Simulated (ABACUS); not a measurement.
# GaN (P6_3mc) in ABACUS: reference runs

How does GaN come out in PBEsol? The cell is run as given, and energy against volume gives the equilibrium volume and stiffness.

Program: ABACUS 3.10.1. These are calculated values, not measurements. Logs are shortened: lines on timing, memory, paths and dates and some standing lists are left out, and cuts for length are marked.

**Experimental background.**

From “Studying electronic properties in GaN without electrical contacts using γ-γ vs e−-γ Perturbed Angular Correlations”, 2019, pmc:6823545, for a bulk crystal of GaN: band gap 3.503 ± 0.005 eV (direct).

How close the calculation comes is told below.

**1. The crystal as given**

Symmetry: P6_3mc, No. 186, hexagonal system. The conventional cell has a = 3.180 Å, b = 3.180 Å, c = 5.166 Å, α = 90.00°, β = 90.00°, γ = 120.00°. Ga (site symmetry 3m) is surrounded by 4 N at 1.94 to 1.95 Å. N (site symmetry 3m) has 4 Ga at 1.94 to 1.95 Å as nearest neighbours.

**2. Single point, PBEsol**

INPUT

```
INPUT_PARAMETERS
suffix              GaN
calculation         scf
basis_type          pw
pseudo_dir          ./
symmetry            1
dft_functional      pbesol
ecutwfc             84
pseudo_rcut         7
nspin               1
nbands              22
ks_solver           dav
smearing_method     fd
smearing_sigma      0.00367493
scf_thr             1e-08
scf_nmax            100
mixing_type         broyden
mixing_beta         0.7
cal_force           1
cal_stress          1
kpar                4
```

STRU

```
ATOMIC_SPECIES
Ga 69.7230 Ga.upf
N 14.0070 N.upf

LATTICE_CONSTANT
1.8897261246

LATTICE_VECTORS
3.1800000000 0.0000000000 0.0000000000
-1.5900000000 2.7539607840 0.0000000000
0.0000000000 0.0000000000 5.1660000000

ATOMIC_POSITIONS
Direct

Ga
0.0
2
0.6666666667 0.3333333333 0.5000000000 1 1 1
0.3333333333 0.6666666667 0.0000000000 1 1 1

N
0.0
2
0.6666666667 0.3333333333 0.8750000000 1 1 1
0.3333333333 0.6666666667 0.3750000000 1 1 1
```

KPT

```
K_POINTS
0
Gamma
10 10 5 0 0 0
```

Potentials or basis: PseudoDojo NC SR 0.4.1 PBEsol standard, plane waves.

Started as:

```sh
OMP_NUM_THREADS=1 mpirun -np 4 abacus > log
```

running log:

```text
ABACUS v3.10.1

               Atomic-orbital Based Ab-initio Computation at UStc

 ------------------------------------------------------------------------------------

 READING GENERAL INFORMATION
                           global_out_dir = OUT.GaN/
                           global_in_card = INPUT
                               pseudo_dir = ./
                              orbital_dir =
                                    DSIZE = 4
                                    GSIZE = 1

 READING UNITCELL INFORMATION
                                    ntype = 2
                  lattice constant (Bohr) = 1.88973
              lattice constant (Angstrom) = 1

 READING ATOM TYPE 1
                               atom label = Ga
                      L=0, number of zeta = 1
                      L=1, number of zeta = 1
                      L=2, number of zeta = 1
             number of atom for this type = 2

 READING ATOM TYPE 2
                               atom label = N
                      L=0, number of zeta = 1
                      L=1, number of zeta = 1
                      L=2, number of zeta = 1
             number of atom for this type = 2

                        TOTAL ATOM NUMBER = 4
DIRECT COORDINATES
    atom                   x                   y                   z     mag                  vx                  vy                  vz
taud_Ga1            0.6666666667        0.3333333333        0.5000000000  0.0000        0.0000000000        0.0000000000        0.0000000000
taud_Ga2            0.3333333333        0.6666666667        0.0000000000  0.0000        0.0000000000        0.0000000000        0.0000000000
taud_N1            0.6666666667        0.3333333333        0.8750000000  0.0000        0.0000000000        0.0000000000        0.0000000000
taud_N2            0.3333333333        0.6666666667        0.3750000000  0.0000        0.0000000000        0.0000000000        0.0000000000

                          Volume (Bohr^3) = 305.306
                             Volume (A^3) = 45.2417

 Lattice vectors: (Cartesian coordinate: in unit of a_0)
                +3.18                  +0                  +0
                -1.59            +2.75396                  +0
                   +0                  +0              +5.166
 Reciprocal vectors: (Cartesian coordinate: in unit of 2 pi/a_0)
            +0.314465           +0.181557                  -0
                   -0           +0.363113                  -0
                   +0                  -0           +0.193573
 The esolver type has been set to : ksdft_pw

                PAO radial cut off (Bohr) = 7

 Read in pseudopotential file is Ga.upf
                     pseudopotential type = NC
          exchange-correlation functional = PBESOL
                 nonlocal core correction = 1
                        valence electrons = 13
                                     lmax = 2
                           number of zeta = 3
                     number of projectors = 6
                           L of projector = 0
[... 5 lines left out ...]
                PAO radial cut off (Bohr) = 7

 Read in pseudopotential file is N.upf
                     pseudopotential type = NC
          exchange-correlation functional = PBESOL
                 nonlocal core correction = 1
                        valence electrons = 5
                                     lmax = 1
                           number of zeta = 2
                     number of projectors = 4
                           L of projector = 0
                           L of projector = 0
                           L of projector = 1
                           L of projector = 1
     initial pseudo atomic orbital number = 26

 SETUP THE ELECTRONS NUMBER
            electron number of element Ga = 13
      total electron number of element Ga = 26
             electron number of element N = 5
       total electron number of element N = 10
            AUTOSET number of electrons:  = 36
                           occupied bands = 18
                                   NBANDS = 22
                                   NLOCAL = 36

%%%%%%%%%%%%%%%%%%%%%%%%%%%%%%%%%%%%%%%%%%%%%%%%%%%%%%%%%%%%%%%%%%%%%%%%%%%%%%%%%%%%%%%%%%%%%%%%%%%%%%%%%%
 Warning: the number of valence electrons in pseudopotential > 3 for Ga: [Ar] 3d10 4s2 4p1
 Pseudopotentials with additional electrons can yield (more) accurate outcomes, but may be less efficient.
 If you're confident that your chosen pseudopotential is appropriate, you can safely ignore this warning.
%%%%%%%%%%%%%%%%%%%%%%%%%%%%%%%%%%%%%%%%%%%%%%%%%%%%%%%%%%%%%%%%%%%%%%%%%%%%%%%%%%%%%%%%%%%%%%%%%%%%%%%%%%

 SETUP THE PLANE WAVE BASIS
 energy cutoff for charge/potential (unit:Ry) = 336
            fft grid for charge/potential = [ 36, 36, 60 ]
                        fft grid division = [ 1, 1, 1 ]
        big fft grid for charge/potential = [ 36, 36, 60 ]
                                     nbxx = 77760
                                     nrxx = 77760

[... 63 lines left out ...]
                                       S6 = 0
               POINT GROUP IN SPACE GROUP = C_6v

 SETUP K-POINTS
                                    nspin = 1
                   Input type of k points = Monkhorst-Pack(Gamma)
                                   nkstot = 500
                       right hand lattice = 1
(for reciprocal lattice: )
                             BRAVAIS TYPE = 4
                     BRAVAIS LATTICE NAME = 04. Hexagonal cell
                                    ibrav = 4
                       right hand lattice = 1
(for k-lattice: )
                             BRAVAIS TYPE = 4
                     BRAVAIS LATTICE NAME = 04. Hexagonal cell
                                    ibrav = 4
                       right hand lattice = 1
                        ROTATION MATRICES = 24
                               nkstot_ibz = 42
K-POINTS REDUCTION ACCORDING TO SYMMETRY
     IBZ    DIRECT_X    DIRECT_Y    DIRECT_Z  WEIGHT  ibz2bz
       1  0.00000000  0.00000000  0.00000000  0.0020       0
       2 -0.10000000  0.10000000  0.00000000  0.0120       1
       3 -0.20000000  0.20000000  0.00000000  0.0120       2
       4 -0.30000000  0.30000000  0.00000000  0.0120       3
       5 -0.40000000  0.40000000  0.00000000  0.0120       4
       6  0.50000000  0.50000000  0.00000000  0.0060       5
[... 22 lines left out ...]
      29  0.00000000  0.00000000  0.40000000  0.0040     200
      30 -0.10000000  0.10000000  0.40000000  0.0240     201
[... 12 further k points ...]

                               nkstot now = 42
[... K-POINTS DIRECT COORDINATES: 42 rows ...]

           k-point number in this process = 11
       minimum distributed K point number = 10
[... stars of the k points ...]

[... K-POINTS CARTESIAN COORDINATES: 11 rows ...]

[... K-POINTS DIRECT COORDINATES: 11 rows ...]

 SETUP PLANE WAVES FOR WAVE FUNCTIONS
     energy cutoff for wavefunc (unit:Ry) = 84
              fft grid for wave functions = [ 36, 36, 60 ]
                    number of plane waves = 5503
                         number of sticks = 253

 PARALLEL PW FOR WAVE FUNCTIONS
     PROC   COLUMNS(POT)             PW
        1            253           5503
 --------------- sum -------------------
        1            253           5503

 SETUP NONLOCAL PSEUDOPOTENTIALS IN PLANE WAVE BASIS
 Ga non-local projectors:
 projector 1 L=0
 projector 2 L=0
 projector 3 L=1
 projector 4 L=1
 projector 5 L=2
 projector 6 L=2
 N non-local projectors:
 projector 1 L=0
 projector 2 L=0
 projector 3 L=1
 projector 4 L=1
      TOTAL NUMBER OF NONLOCAL PROJECTORS = 52

 Init Non-Local PseudoPotential table :
 Init Non-Local-Pseudopotential done.

                                     npwx = 3995

 Make real space PAO into reciprocal space.
       max mesh points in Pseudopotential = 701
     dq(describe PAO in reciprocal space) = 0.01
                                    max q = 1104

 number of pseudo atomic orbitals for Ga is 3
WARNING: norm of atomic wavefunction # 2 of atomic type Ga is 0.999668, renormalized
WARNING: norm of atomic wavefunction # 3 of atomic type Ga is 0.985171, renormalized

 number of pseudo atomic orbitals for N is 2
WARNING: norm of atomic wavefunction # 2 of atomic type N is 0.999902, renormalized

 -------------------------------------------
 SELF-CONSISTENT
 -------------------------------------------
                                 init_chg = atomic

 PW ALGORITHM --------------- ION=   1  ELEC=   1--------------------------------

 Density error is 0.987334720097
                          Error Threshold = 0.01
----------------------------------------------------------
     Energy           Rydberg                 eV
----------------------------------------------------------
 E_KohnSham     -346.5247144941      -4714.7106149431
 E_Harris       -347.1367154542      -4723.0373151818
 E_Fermi        0.7503747108         10.2093717016
----------------------------------------------------------
[... 75 lines left out ...]
 Density error is 9.09834527785e-09
                          Error Threshold = 1.99069780442e-09
----------------------------------------------------------
     Energy           Rydberg                 eV
----------------------------------------------------------
 E_KohnSham     -346.9225655552      -4720.1236563298
 E_KS(sigma->0) -346.9225655552      -4720.1236563297
 E_Harris       -346.9225696250      -4720.1237117018
 E_band         1.6645898001         22.6479061147
 E_one_elec     -104.6328077706      -1423.6023834191
 E_Hartree      86.9348171967        1182.8088684639
 E_xc           -95.2176266107       -1295.5022719416
 E_Ewald        -234.0069483707      -3183.8278694329
 E_entropy(-TS) -0.0000000000        -0.0000000001
 E_descf        0.0000000000         0.0000000000
 E_exx          0.0000000000         0.0000000000
 E_Fermi        0.8584783540         11.6801972244
----------------------------------------------------------

 charge density convergence is achieved
 final etot is -4720.1236563 eV
 EFERMI = 11.680197224 eV

 STATE ENERGY(eV) AND OCCUPATIONS    NSPIN == 1
 1/11 kpoint (Cartesian) = 0.0000 0.0000 0.0000 (3995 pws)
       1       -5.37350     0.00400000
       2       -4.44876     0.00400000
       3       -2.90016     0.00400000
       4       -2.87911     0.00400000
       5       -2.87911     0.00400000
       6       -2.81616     0.00400000
[... 134 lines left out ...]
      21        16.6551    7.37122e-46
      22        19.2948    8.69946e-69

[... levels at 5 further k points ...]

------------------------------------------------------------------------------------------
 TOTAL-FORCE (eV/Angstrom)
------------------------------------------------------------------------------------------
                       Ga1         0.0000000000         0.0000000000        -0.1355474496
                       Ga2         0.0000000000         0.0000000000        -0.1355474496
                        N1         0.0000000000         0.0000000000         0.1355474496
                        N2         0.0000000000         0.0000000000         0.1355474496
------------------------------------------------------------------------------------------

----------------------------------------------------------------
 TOTAL-STRESS (KBAR)
----------------------------------------------------------------
         5.3035803207        -0.0000000000         0.0000000000
         0.0000000000         5.3035803208         0.0000000000
         0.0000000000         0.0000000000        26.1490103917
----------------------------------------------------------------
 TOTAL-PRESSURE: 12.252057 KBAR

 --------------------------------------------
 !FINAL_ETOT_IS -4720.1236563297543398 eV
 --------------------------------------------
```

It took 13 s on 4 MPI ranks of Intel Xeon Platinum 8488C (Sapphire Rapids), shared host; peak memory 0.44 GiB.

What came out:

```
Free energy            : -4720.1237 eV
Pressure               : 1.2 GPa
Largest force          : 0.136 eV/Å
Band gap on the k mesh : 1.95 eV, direct
```

Forces on the atoms (eV/Å):
```
Ga   0.000  0.000 -0.136
Ga   0.000  0.000 -0.136
N    0.000  0.000  0.136
N    0.000  0.000  0.136
```

Caveat: there are fewer bands than atomic start orbitals, so a level may be missed at k points of high symmetry.

**3. Equation of state, PBEsol, 10.63 Å³/atom (volume scaled by 0.94)**

INPUT is that of step 2.

Changes to STRU since step 2:

```diff
@@ -8,5 +8,5 @@
 LATTICE_VECTORS
-3.1800000000 0.0000000000 0.0000000000
--1.5900000000 2.7539607840 0.0000000000
-0.0000000000 0.0000000000 5.1660000000
+3.1150838257 0.0000000000 0.0000000000
+-1.5575419129 2.6977417280 0.0000000000
+0.0000000000 0.0000000000 5.0605418376
```

KPT is that of step 2.

Potentials or basis: PseudoDojo NC SR 0.4.1 PBEsol standard, plane waves.

Started as:

```sh
OMP_NUM_THREADS=1 mpirun -np 4 abacus > log
```

Run time: 7.5 s. Hardware: 4 MPI ranks of AMD EPYC 9R45 (Zen 5), shared host; peak memory 0.44 GiB.

The run converged. Its results:

```
Free energy            : -4719.9928 eV
Pressure               : 14.9 GPa
Largest force          : 0.149 eV/Å
Band gap on the k mesh : 2.37 eV, direct
```

Caveat: there are fewer bands than atomic start orbitals, so a level may be missed at k points of high symmetry.

**4. Equation of state, PBEsol, 10.86 Å³/atom (volume scaled by 0.96)**

INPUT is that of step 3.

Changes to STRU since step 3:

```diff
@@ -8,5 +8,5 @@
 LATTICE_VECTORS
-3.1150838257 0.0000000000 0.0000000000
--1.5575419129 2.6977417280 0.0000000000
-0.0000000000 0.0000000000 5.0605418376
+3.1370217585 0.0000000000 0.0000000000
+-1.5685108793 2.7167405351 0.0000000000
+0.0000000000 0.0000000000 5.0961806304
```

KPT is that of step 3.

Started as:

```sh
OMP_NUM_THREADS=1 mpirun -np 4 abacus > log
```

Run time: 7.7 s. Hardware: 4 MPI ranks of AMD EPYC 9R45 (Zen 5), shared host; peak memory 0.44 GiB.

The run converged. Its results:

```
Free energy            : -4720.0626 eV
Pressure               : 9.9 GPa
Largest force          : 0.143 eV/Å
Band gap on the k mesh : 2.22 eV, direct
```

Caveat: there are fewer bands than atomic start orbitals, so a level may be missed at k points of high symmetry.

**5. Equation of state, PBEsol, 11.08 Å³/atom (volume scaled by 0.98)**

INPUT is that of step 4.

Changes to STRU since step 4:

```diff
@@ -8,5 +8,5 @@
 LATTICE_VECTORS
-3.1370217585 0.0000000000 0.0000000000
--1.5685108793 2.7167405351 0.0000000000
-0.0000000000 0.0000000000 5.0961806304
+3.1586570750 0.0000000000 0.0000000000
+-1.5793285375 2.7354772688 0.0000000000
+0.0000000000 0.0000000000 5.1313278144
```

KPT is that of step 4.

Started as:

```sh
OMP_NUM_THREADS=1 mpirun -np 4 abacus > log
```

It took 6.7 s on 4 MPI ranks of AMD EPYC 9R45 (Zen 5), shared host; peak memory 0.44 GiB.

The run converged. Its results:

- Free energy: -4720.1053 eV
- Pressure: 5.3 GPa
- Largest force: 0.141 eV/Å
- Band gap on the k mesh: 2.09 eV, direct

Caveat: there are fewer bands than atomic start orbitals, so a level may be missed at k points of high symmetry.

**6. Equation of state, PBEsol, 11.31 Å³/atom**

INPUT is that of step 5.

Changes to STRU since step 5:

```diff
@@ -8,5 +8,5 @@
 LATTICE_VECTORS
-3.1586570750 0.0000000000 0.0000000000
--1.5793285375 2.7354772688 0.0000000000
-0.0000000000 0.0000000000 5.1313278144
+3.1800000000 0.0000000000 0.0000000000
+-1.5900000000 2.7539607840 0.0000000000
+0.0000000000 0.0000000000 5.1660000000
```

KPT is that of step 5.

Potentials or basis: PseudoDojo NC SR 0.4.1 PBEsol standard, plane waves.

Started as:

```sh
OMP_NUM_THREADS=1 mpirun -np 4 abacus > log
```

It took 6.7 s on 4 MPI ranks of AMD EPYC 9R45 (Zen 5), shared host; peak memory 0.4 GiB.

It converged, with:

- Free energy: -4720.1237 eV
- Pressure: 1.2 GPa
- Largest force: 0.136 eV/Å
- Band gap on the k mesh: 1.95 eV, direct

Caveat: there are fewer bands than atomic start orbitals, so a level may be missed at k points of high symmetry.

**7. Equation of state, PBEsol, 11.54 Å³/atom (volume scaled by 1.02)**

INPUT is that of step 6.

Changes to STRU since step 6:

```diff
@@ -8,5 +8,5 @@
 LATTICE_VECTORS
-3.1800000000 0.0000000000 0.0000000000
--1.5900000000 2.7539607840 0.0000000000
-0.0000000000 0.0000000000 5.1660000000
+3.2010602164 0.0000000000 0.0000000000
+-1.6005301082 2.7721994664 0.0000000000
+0.0000000000 0.0000000000 5.2002129176
```

KPT is that of step 6.

Started as:

```sh
OMP_NUM_THREADS=1 mpirun -np 4 abacus > log
```

Wall time 6.8 s (4 MPI ranks of AMD EPYC 9R45 (Zen 5), shared host); peak memory 0.44 GiB.

Results (log left out):

| Item | Value |
| --- | --- |
| Free energy | -4720.1201 eV |
| Pressure | -2.4 GPa |
| Largest force | 0.130 eV/Å |
| Band gap on the k mesh | 1.81 eV, direct |

Caveat: there are fewer bands than atomic start orbitals, so a level may be missed at k points of high symmetry.

**8. Equation of state, PBEsol, 11.76 Å³/atom (volume scaled by 1.04)**

INPUT is that of step 7.

Changes to STRU since step 7:

```diff
@@ -8,5 +8,5 @@
 LATTICE_VECTORS
-3.2010602164 0.0000000000 0.0000000000
--1.6005301082 2.7721994664 0.0000000000
-0.0000000000 0.0000000000 5.2002129176
+3.2218469041 0.0000000000 0.0000000000
+-1.6109234521 2.7902012661 0.0000000000
+0.0000000000 0.0000000000 5.2339814801
```

KPT is that of step 7.

Started as:

```sh
OMP_NUM_THREADS=1 mpirun -np 4 abacus > log
```

It took 6.9 s on 4 MPI ranks of AMD EPYC 9R45 (Zen 5), shared host; peak memory 0.44 GiB.

The run converged. Its results:

```
Free energy            : -4720.0969 eV
Pressure               : -5.7 GPa
Largest force          : 0.125 eV/Å
Band gap on the k mesh : 1.68 eV, direct
```

Caveat: there are fewer bands than atomic start orbitals, so a level may be missed at k points of high symmetry.

**9. Equation of state, PBEsol, 11.99 Å³/atom (volume scaled by 1.06)**

INPUT is that of step 8.

Changes to STRU since step 8:

```diff
@@ -8,5 +8,5 @@
 LATTICE_VECTORS
-3.2218469041 0.0000000000 0.0000000000
--1.6109234521 2.7902012661 0.0000000000
-0.0000000000 0.0000000000 5.2339814801
+3.2423687753 0.0000000000 0.0000000000
+-1.6211843877 2.8079737278 0.0000000000
+0.0000000000 0.0000000000 5.2673198406
```

KPT is that of step 8.

Potentials or basis: PseudoDojo NC SR 0.4.1 PBEsol standard, plane waves.

Started as:

```sh
OMP_NUM_THREADS=1 mpirun -np 4 abacus > log
```

Wall time 6.9 s (4 MPI ranks of AMD EPYC 9R45 (Zen 5), shared host); peak memory 0.44 GiB.

Results (log left out):

```
Free energy            : -4720.0560 eV
Pressure               : -8.7 GPa
Largest force          : 0.120 eV/Å
Band gap on the k mesh : 1.56 eV, direct
```

Caveat: there are fewer bands than atomic start orbitals, so a level may be missed at k points of high symmetry.

**10. Equation of state, PBEsol**

This step only gathers the single runs of the series.

What came out:

```
Equilibrium volume                        : 11.38 Å³/atom
Bulk modulus at fixed shape and positions : 188 GPa
Pressure derivative of the bulk modulus   : 4.4
```

Energy against volume, from the lowest point:
```csv
volume (Å³/atom),energy (meV/atom)
10.632,32.71
10.858,15.26
11.084,4.58
11.310,0.00
11.537,0.89
11.763,6.69
11.989,16.92
```

Caveat: the cell was scaled at fixed shape and fractional positions, which overstates the stiffness of a crystal with free parameters, most of all of layers and chains.

**11. How close it comes**

Step 2. Against the measured gap of GaN, 3.503 eV (direct; quoted in “Studying electronic properties in GaN without electrical contacts using γ-γ vs e−-γ Perturbed Angular Correlations”, 2019, pmc:6823545), the calculated 1.95 eV is off by -1.55 eV. Spin-orbit coupling on Ga is left out. The value is that of PBEsol, without temperature or zero-point motion. Semilocal functionals fall short of measured gaps as a rule.
